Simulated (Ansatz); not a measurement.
# Cu: equal strain of all cell vectors

How does Cu answer equal strain of all cell vectors between -3 and +3 %? At each strain the shape is held and the atoms relax, within the symmetry that is left.

Computed with Ansatz 0.2.0 (DFT r2SCAN, scalar-relativistic, plane waves, PAW, unless a step's input says otherwise).

2 further runs of the same task are left out: 2 set aside as unsound or not needed.

## Step 1: The system as given

Symmetry: I4/mmm, No. 139, tetragonal system. Conventional cell: a = 2.895 Å, b = 2.895 Å, c = 2.739 Å, α = 90.00°, β = 90.00°, γ = 90.00°. Around Cu (site symmetry 4/mmm) lie 10 Cu at 2.46 to 2.74 Å.

Coordinates:

```cif
data_structure
_symmetry_space_group_name_H-M 'I4/mmm'
_symmetry_Int_Tables_number 139
_cell_length_a 2.8954
_cell_length_b 2.8954
_cell_length_c 2.7386
_cell_angle_alpha 90.000
_cell_angle_beta 90.000
_cell_angle_gamma 90.000
_cell_volume 22.96
loop_
_atom_site_label
_atom_site_type_symbol
_atom_site_symmetry_multiplicity
_atom_site_Wyckoff_symbol
_atom_site_fract_x
_atom_site_fract_y
_atom_site_fract_z
_atom_site_occupancy
Cu1 Cu 2 a 0.00000 0.00000 0.00000 1
```

It goes back to an entry of the Materials Project, which need not be the stable form.

The unstrained cell was computed beforehand with the same settings: E(σ→0) = -13262.4038 eV for 2 atoms, gap none (metal).

## Step 2: Strain -1.0 %

input.yaml reads:

```yaml
crystal:
  lattice:
    - [2.8664283932, 0.0, 0.0]
    - [0.0, 2.8664283932, 0.0]
    - [0.0, 0.0, 2.711241768]
  atoms:
    - { symbol: Cu, position: [0.0, 0.0, 0.0] }
    - { symbol: Cu, position: [0.5, 0.5, 0.5] }
basis:
  ecutwfc: 500
kpoints:
  mp_grid: { grid: [18, 18, 18] }
hamiltonian:
  xc: r2scan
scf:
  occupations: { method: gaussian, width: 0.1 }
output:
  forces: true
  stress: true
  eigenvalues: true
```

On the command line:

```console
ansatz run input.yaml --threads 1 --pin off --max-ram 2560MiB --backend cpu --events-out ev --progress --plain --runs-dir out
```

The session goes on with these runs: the cell strained by +1.0 %; At -2.0 %; the cell strained by +2.0 %; strain -3.0 %; the cell strained by +3.0 %.

What does the calculation give? Wanted: (1/V) d²E/dε² at zero strain, cubic fit.

**Answer**, as computed:

| quantity | value |
| --- | --- |
| largest energy cost | 53.0 meV/atom at -3.0 % |
| (1/V) d²E/dε² at zero strain, cubic fit | 1463 GPa |

From the curvature follows nine times the bulk modulus at fixed shape: 1463 GPa. Compression by 3 % costs 53.0 meV/atom and stretching 41.2.
